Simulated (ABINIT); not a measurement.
The system is BaTiO3.

```xyz
5
Lattice="3.9998 0.0000 0.0000 0.0000 3.9998 0.0000 0.0000 0.0000 4.0180" Properties=species:S:1:pos:R:3 pbc="T T T"
Ba    0.0000    0.0000    0.0000
Ti    1.9999    1.9999    1.9688
O     0.0000    1.9999    2.0773
O     1.9999    0.0000    2.0773
O     1.9999    1.9999    0.0763
```

Base run:

| Property | Result |
| --- | --- |
| Program | ABINIT 10.8.3 (patched build) |
| Functional | LDA |
| Potentials or basis | JTH PAW LDA v2.0 |
| Cutoff | 626 eV |
| k mesh | 7 × 7 × 7 |
| Occupations | fermi-dirac, width 0.05 eV |
| Spin | no spin polarisation |

Its results: band gap on the k mesh 1.80 eV, indirect (least direct gap 1.99 eV); pressure -7.4 GPa; largest force 0.426 eV/Å.

**Question.** The run is repeated on the same cell with these changes: functional from LDA to PBEsol; potentials or basis from JTH PAW LDA v2.0 to JTH PAW PBE v2.0. What comes out?

**Answer.** Band gap on the k mesh 1.84 eV, indirect (least direct gap 2.03 eV); pressure -2.5 GPa; largest force 0.319 eV/Å.

Caveats: this set's barium file shifts pressures by 1.5 GPa and gaps by 0.1 eV against other sets; spin-orbit coupling is left out, which moves the levels of the heavy elements; the mesh misses the band edges, which the band path finds closer together; the atomic spheres overlap; the PAW data sets were made with another functional, which shifts forces and pressure a little (some runs).
